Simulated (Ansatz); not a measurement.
Theory: DFT PBE, scalar-relativistic, plane waves, PAW (Ansatz). Settings: cutoff 420 eV, Γ-centred meshes spaced at most about 0.3 Å⁻¹, and about 0.25 Å⁻¹ or finer for metals (2π included), Gaussian smearing. No spin polarisation.

Temperature and zero-point effects are left out.

**Question.** Order these relaxed structures of Si2Ge by energy, lowest first, with the energy over the lowest of them.
A.

```
CELL_PARAMETERS angstrom
6.40509 0.00000 0.00000
0.00000 6.40509 0.00000
0.00000 0.00000 2.65353
ATOMIC_POSITIONS crystal
Si 0.13157 0.36843 0.25000
Si 0.86843 0.63157 0.25000
Si 0.36843 0.86843 0.75000
Si 0.63157 0.13157 0.75000
Ge 0.50000 0.50000 0.00000
Ge 0.00000 0.00000 0.50000
```

B.

```
CELL_PARAMETERS angstrom
4.53658 0.00000 0.00000
-2.26829 3.92879 0.00000
0.00000 0.00000 2.74691
ATOMIC_POSITIONS crystal
Si 0.33333 0.66667 0.50000
Si 0.66667 0.33333 0.50000
Ge 0.00000 0.00000 0.00000
```

C.

```
CELL_PARAMETERS angstrom
-1.96355 5.89356 2.77949
1.96355 -5.89356 2.77949
1.96355 5.89356 -2.77949
ATOMIC_POSITIONS crystal
Si 0.20887 0.12889 0.07998
Si 0.79113 0.87111 0.92002
Si 0.54890 0.12889 0.42002
Si 0.45110 0.87111 0.57998
Ge 0.13330 0.88330 0.25000
Ge 0.86670 0.11670 0.75000
```

**Answer.** C (0 meV/atom), A (427 meV/atom), B (455 meV/atom). Forms: C Imma; A P-4n2; B P6/mmm. Counting Ge atoms around Si (those within 1.25 times the shortest such distance or 1.15 times the sum of covalent radii; a plus sign parts nearer from farther groups; the shortest distance is added where it is long for a bond): C has Si 1; A has Si 2+2; B has Si 6 from 3.0 Å. All come from invented guesses.

The k mesh leaves some 4 meV/atom of noise in the energy of each metallic cell. Cells relaxed within their symmetry can be saddle points. Some types were kept out of the candidates beforehand, so the set may lack a known form.
